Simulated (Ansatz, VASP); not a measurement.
## Te2Mo: VASP beside Ansatz

```xyz
6
Lattice="3.5182 0.0000 0.0000 -1.7591 3.0469 0.0000 0.0000 0.0000 13.9736" Properties=species:S:1:pos:R:3 pbc="T T T"
Te    1.7591    1.0156    5.2960
Te    0.0000    2.0312   12.2828
Te    1.7591    1.0156    1.6908
Te    0.0000    2.0312    8.6776
Mo    1.7591    1.0156   10.4802
Mo    0.0000    2.0312    3.4934
```

Alike in both runs: task single point; functional PBE; k mesh 9 × 9 × 2; occupations gaussian, width 0.012 eV; no spin polarisation.

|  | VASP | Ansatz |
| --- | --- | --- |
| version | VASP 6.6.1 | Ansatz 0.2.0 |
| potentials or method | VASP PAW PBE potentials, release 64 (Te, Mo_sv) | Ansatz PAW |
| plane-wave cutoff (eV) | 520 | 420 |
| valence electrons in the cell | 52 | 92 |

|  | VASP | Ansatz | Ansatz less VASP |
| --- | --- | --- | --- |
| gap on the k mesh at the Fermi level (eV) | 0.78 | 0.78 | +0.006 |
| least direct gap on the mesh (eV) | 1.04 | 1.04 | +0.001 |
| pressure (GPa) | 2.9 | 2.9 | -0.01 |
| largest component of the traceless stress (GPa) | 0.51 | 0.46 | -0.058 |
| rms of the force components (eV/Å) | 0.089 | 0.082 | -0.0067 |

Atom by atom the forces differ by 0.007 eV/Å (rms over components). The functional is the same, so the differences come from potentials, cutoffs and numerics. The two sets of potentials don't hold the same shells in valence.

Caveats: spin-orbit coupling is left out, which moves the levels of the heavy elements; this functional lacks dispersion, which binds the layers, so the pressure and a relaxed spacing across them are unreliable; an odd mesh through Γ misses points on the zone boundary, where band edges often lie (VASP); odd divisions of the mesh miss points on the zone boundary, where band edges often lie, so the gap on the mesh can be too wide (Ansatz).
